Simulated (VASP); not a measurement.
## Zn under changes of volume

One of the cells (15.636 Å³/atom); the others are scaled copies at fixed shape and fractional positions:

```xyz
2
Lattice="2.6877 0.0000 0.0000 -1.3438 2.3276 0.0000 0.0000 0.0000 4.9989" Properties=species:S:1:pos:R:3 pbc="T T T"
Zn    1.3438    0.7759    3.7492
Zn    0.0000    1.5517    1.2497
```

- Program: VASP 6.6.1
- Functional: PBEsol
- Potentials or basis: VASP PAW PBE potentials, release 64 (Zn)
- Cutoff: 520 eV
- k mesh: 11 × 11 × 6
- Occupations: fermi-dirac, width 0.05 eV
- Spin: no spin polarisation

```tsv
volume (Å³/atom)	energy over the lowest point (meV/atom)	pressure (GPa)
14.410	0.00	-0.7
14.716	3.00	-2.4
15.023	9.12	-4.0
15.636	?	?
15.943	42.64	-7.5
16.249	57.84	-8.4
```

What does the run at 15.636 Å³/atom give?

Energy over the lowest point 29.27 meV/atom; pressure -6.5 GPa.

Worked out: A Birch-Murnaghan fit of order 3 (a polynomial in V^(-2/3)) to the other rows has its minimum at 14.30 Å³/atom, just outside them, with B0 = V·E''(V) = 90 GPa and B' = 5.0 at fixed shape and positions, which overstates the stiffness. It gives 29.24 meV/atom at 15.636 Å³/atom, against the run's 29.27, and -dE/dV = -6.5 GPa, against -6.5.

Energies are extrapolated to zero smearing.

Caveats: the PAW data sets were made with another functional, which shifts forces and pressure a little.
